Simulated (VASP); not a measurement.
## TiTe2: relaxation of cell and atoms with PBE

Crystal: TiTe2.

```xyz
3
Lattice="3.0256 0.0000 0.0000 0.0000 3.0256 0.0000 0.0000 0.0000 9.3016" Properties=species:S:1:pos:R:3 pbc="T T T"
Ti    0.0000    0.0000    0.0000
Te    0.0000    0.0000    2.7376
Te    0.0000    0.0000    6.5641
```

The cell was built by a generator and needn't be a form met in nature.

```yaml
Program: VASP 6.6.1
Task: relaxation of cell and atoms
Functional: PBE
Potentials_or_basis: VASP PAW PBE potentials, release 64 (Ti_sv, Te)
Cutoff: 600 eV
k_mesh: 9 × 9 × 3
Occupations: gaussian, width 0.05 eV
Spin: no spin polarisation
Further_INCAR_settings: ALGO = Fast; EDIFF = 1e-07; IBRION = 2; EDIFFG = -0.02; NSW = 40; ISIF = 3
```

```
Relaxed volume                         : 31.94 Å³/atom
Relaxed cell                           : a = 3.088 Å, b = 3.088 Å, c = 10.047 Å, α = 90.00°, β = 90.00°, γ = 90.00°
Space group after relaxing (to 0.05 Å) : P4/mmm (No. 123)
Energy gained by relaxing              : 22.9 meV/atom
Ionic steps                            : 12
Pressure after relaxing                : 0.0 GPa
Largest force after relaxing           : 0.012 eV/Å
Band gap on the k mesh                 : none (metal or under the smearing width)
```

Forces in eV/Å, atoms in the order of the input:
```
Ti   0.000  0.000  0.000
Te   0.000  0.000 -0.012
Te   0.000  0.000  0.012
```

Step by step:
| step | energy change (eV) | largest force (eV/Å) | pressure (GPa) | volume (Å³) |
| --- | --- | --- | --- | --- |
| 1 | 0.0000 | 0.0002 | 2.89 | 85.15 |
| 2 | -0.0304 | 0.3081 | -1.12 | 91.62 |
| 3 | -0.0378 | 0.2139 | 0.00 | 89.52 |
| 4 | -0.0414 | 0.1610 | 0.05 | 89.75 |
| 5 | -0.0445 | 0.0312 | 0.20 | 90.27 |
| 6 | -0.0459 | 0.0292 | 0.13 | 90.40 |
| 7 | -0.0496 | 0.0225 | 0.13 | 90.80 |
| 8 | -0.0555 | 0.0116 | 0.03 | 91.59 |
| 9 | -0.0629 | 0.0056 | -0.10 | 93.19 |
| 10 | -0.0673 | 0.0265 | -0.23 | 96.39 |
| 11 | -0.0684 | 0.0260 | 0.05 | 95.58 |
| 12 | -0.0686 | 0.0117 | -0.03 | 95.81 |

Final structure:
```
Ti Te
1.0
     3.08797    0.00000    0.00000
     0.00000    3.08797    0.00000
     0.00000    0.00000   10.04732
Ti Te
1 2
Cartesian
  0.0000 3.0880 0.0000
  0.0000 0.0000 2.7547
  3.0880 3.0880 7.2926
```

Levels at points of the mesh, in eV from the Fermi level:
| k point | band 9 | band 10 | band 11 | band 12 | band 13 | band 14 | band 15 | band 16 |
| --- | --- | --- | --- | --- | --- | --- | --- | --- |
| (0.00, 0.00, 0.00) | -2.08 | -0.63 | 1.04 | 1.04 | 1.64 | 2.13 | 2.30 | 2.30 |

It took 15 min on 1 thread of Intel(R) Xeon(R) Platinum 8259CL CPU @ 2.50GHz (Skylake/Cascade Lake), with other jobs on the host, peak memory 0.25 GiB.

Caveat: this functional lacks dispersion, which binds the layers, so the pressure and a relaxed spacing across them are unreliable. The run has no spin-orbit coupling, so splittings on Te are missing.
